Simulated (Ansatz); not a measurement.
The system is SiO2.

```
CELL_PARAMETERS angstrom
-2.83790 2.83790 5.66021
2.83790 -2.83790 5.66021
2.83790 2.83790 -5.66021
ATOMIC_POSITIONS crystal
Si 0.87500 0.26362 0.88862
Si 0.01362 0.62500 0.88862
Si 0.73638 0.12500 0.11138
Si 0.37500 0.98638 0.11138
O 0.63373 0.13373 0.50000
O 0.46788 0.96788 0.93575
O 0.03212 0.53212 0.06425
O 0.11627 0.11627 0.00000
O 0.88373 0.88373 0.00000
O 0.86627 0.36627 0.50000
O 0.28212 0.71788 0.00000
O 0.71788 0.28212 0.00000
```

The cell comes from a database or a generator and needn't be the stable form of this composition.

```yaml
Program: Ansatz 0.2.0
Task: single point
Functional: PBE
Potentials_or_basis: Ansatz PAW
Cutoff: "420 eV (not typed: the program's choice for these potentials)"
k_mesh: 7 × 7 × 7
Occupations: fermi-dirac, width 0.05 eV
Spin: no spin polarisation
```

On this cell: pressure -0.1 GPa; largest force 0.011 eV/Å; band gap on the k mesh 4.84 eV, direct.

The same run follows on a disturbed copy (atoms moved at random, drawn with an rms of 0.05 Å):

```
Si O
1.0
    -2.83790    2.83790    5.66021
     2.83790   -2.83790    5.66021
     2.83790    2.83790   -5.66021
Si O
4 8
Direct
  0.87564 0.26582 0.89104
  0.01224 0.62961 0.88713
  0.72792 0.13023 0.11283
  0.37123 0.98329 0.11100
  0.63052 0.13569 0.49401
  0.47048 0.97042 0.94250
  0.02958 0.54004 0.06928
  0.11297 0.11059 0.99296
  0.88514 0.89088 0.01176
  0.87144 0.36800 0.51255
  0.27899 0.71285 0.99341
  0.70676 0.27758 0.98676
```

**Question.** What does the disturbed cell give?

**Answer.** The energy moves by +15.7 meV/atom; pressure -0.3 GPa; largest force 2.121 eV/Å; band gap on the k mesh 4.74 eV, direct.

Forces on the atoms (eV/Å):
```
Si  -0.144 -0.726  0.401
Si   1.446  0.377 -1.419
Si  -0.297  1.076  0.989
Si  -0.147 -0.103  0.828
O    0.675  1.198 -0.358
O   -0.024 -0.672 -0.829
O   -0.494 -0.001 -0.318
O    0.349 -0.495 -0.017
O   -0.077 -0.075  0.283
O   -1.578 -1.380  0.321
O    0.073  0.332  0.457
O    0.218  0.470 -0.339
```

Stress tensor (GPa, compression positive):
```
-0.76  0.75  0.40
 0.75 -0.40  1.65
 0.40  1.65  0.13
```

Caveats: odd divisions of the mesh miss points on the zone boundary, where band edges often lie, so the gap on the mesh can be too wide.

A k mesh can miss the band edges.
